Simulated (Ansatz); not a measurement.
System: zinc-blende ZnTe. Method: PBE+SOC in Ansatz (PAW).

Settings: plane-wave cutoff 520 eV, 10×10×10 k mesh, Fermi–Dirac smearing 0.01 eV, PAW data made under PBE.

Equation-of-state points:

```
V (Å³/atom)  E − E_lowest (meV/atom)  P (GPa)
-----------  -----------------------  -------
27.761                         15.96     3.06
28.351                          6.82     1.92
28.942                          1.64     0.91
29.533                          0.00     0.00
30.123                          1.52    -0.81
30.714                          5.85    -1.53
31.305                         12.70    -2.17
```

Task: Estimate the bulk modulus from the pressures at 28.942 and 30.123 Å³/atom, and compare it with a fit to all energies.

Result: B = −V dP/dV. Between V = 28.942 and 30.123 Å³/atom, dP/dV = (-0.81 − (0.91))/(30.123 − 28.942) = -1.46 GPa per Å³/atom; at the midpoint 29.532 Å³/atom this gives B ≈ 43.0 GPa. The third-order Birch–Murnaghan fit gives V0 = 29.533 Å³/atom, B0 = 42.8 GPa, B′ = 4.7, which lies within 1 % of that estimate.

Measured, for comparison: bulk modulus 51 ± 3 GPa (room temperature, not corrected to a static lattice; as tabulated in Determination of phase transition pressures of ZnTe under quasihydrostatic …); equilibrium volume per atom 28.42 Å³/atom (room temperature, not corrected to a static lattice; as tabulated in Albrecht et al. (1997), arXiv:cond-mat/9706128). Computed less measured: bulk modulus -16 %, equilibrium volume per atom +3.9 %.

Computing time: very roughly 9 core-minutes.

Ansatz is an electronic-structure program.
